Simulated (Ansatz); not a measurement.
CuO:

```
Cu O
1.0
     2.34185   -1.71130    0.00000
    -1.49182   -1.71130   -5.05787
     2.34185    5.13390    0.00000
Cu O
4 4
Cartesian
  0.0059 -0.6953 -4.8382
  3.1860 2.4066 -0.2196
  1.5778 2.0647 -2.6395
  1.6140 -0.3534 -2.4183
  -0.0539 -1.8744 -3.5775
  1.3289 1.3158 -4.0093
  0.1793 -0.6038 -1.7610
  2.5875 -0.5489 -0.7679
```

```yaml
Program: Ansatz 0.2.0
Task: relaxation of cell and atoms
Functional: LDA
Potentials_or_basis: Ansatz PAW
Cutoff: "420 eV (not typed: the program's choice for these potentials)"
k_mesh: 9 × 5 × 5
Occupations: fermi-dirac, width 0.05 eV
Spin: no spin polarisation
Hubbard_terms: Cu d U = 4.5 eV
```

At the start: volume 10.13 Å³/atom.

Problem. How do energy, volume and symmetry change on relaxing?

Solution. It ends after 29 steps and the volume is 10.85 Å³/atom (+7.1 %); space group P1 (No. 1, to 0.05 Å).

The path:
| step | energy change (eV) | largest force (eV/Å) | volume (Å³) |
| --- | --- | --- | --- |
| 1 | 0.0000 | 15.6680 | 81.08 |
| 2 | -3.0187 | 8.1431 | 83.54 |
| 3 | -5.7506 | 2.1904 | 83.41 |
| 4 | -6.9114 | 1.3351 | 83.01 |
| 5 | -7.7005 | 0.8556 | 85.67 |
| 6 | -7.9740 | 1.0932 | 86.14 |
| 7 | -8.1811 | 0.5750 | 86.27 |
| 8 | -8.3770 | 0.9007 | 85.10 |
| 9 | -8.5073 | 0.6239 | 84.91 |
| 10 | -8.5941 | 0.3653 | 84.00 |
| 11 | -8.6131 | 0.0632 | 84.04 |
| 12 | -8.6149 | 0.0172 | 84.09 |
| 13 | -8.6152 | 0.0202 | 84.11 |
| 14 | -8.6151 | 0.0030 | 84.14 |
| 15 | -8.7867 | 0.0328 | 84.14 |
| 16 | -8.8331 | 0.0906 | 85.58 |
| 17 | -8.8380 | 0.1216 | 86.20 |
| 18 | -8.8391 | 0.0158 | 86.59 |
| 19 | -8.8398 | 0.0145 | 86.52 |
| 20 | -8.8398 | 0.0034 | 86.53 |
| 21 | -8.8635 | 0.0076 | 86.53 |
| 22 | -8.8645 | 0.0234 | 86.73 |
| 23 | -8.8642 | 0.0094 | 86.81 |
| 24 | -8.8664 | 0.0098 | 86.81 |
| 25 | -8.8665 | 0.0121 | 86.82 |
| 26 | -8.8666 | 0.0155 | 86.81 |
| 27 | -8.8665 | 0.0030 | 86.82 |
| 28 | -8.8665 | 0.0010 | 86.82 |
| 29 | -8.8666 | 0.0011 | 86.82 |

Final structure:
```
Cu O
1.0
     2.34998   -1.62559    0.44168
    -2.44937   -1.62346   -5.00825
     2.93874    5.68246   -0.00746
Cu O
4 4
Cartesian
  -1.5803 -0.7452 -4.6042
  4.3659 3.1273 -0.0408
  1.1861 2.8387 -1.9963
  1.7487 -0.4028 -2.5551
  -0.7455 -1.6736 -3.0374
  1.2877 1.2537 -3.3848
  -0.2347 -0.6065 -2.1790
  2.3908 0.2595 -0.4911
```

Caveat: the electronic state changed during the relaxation; the plane-wave basis is chosen anew once the cell has moved, so the energies of steps on either side of that aren't comparable; the pressure holds a Pulay correction of +0.9 GPa for the finite cutoff; the run has no spin polarisation, though such a crystal can be magnetic; U without spin polarisation on a metal has little footing; the PAW data sets come from PBE, with cores solved anew for the run's functional, which leaves a small shift of forces and pressure.
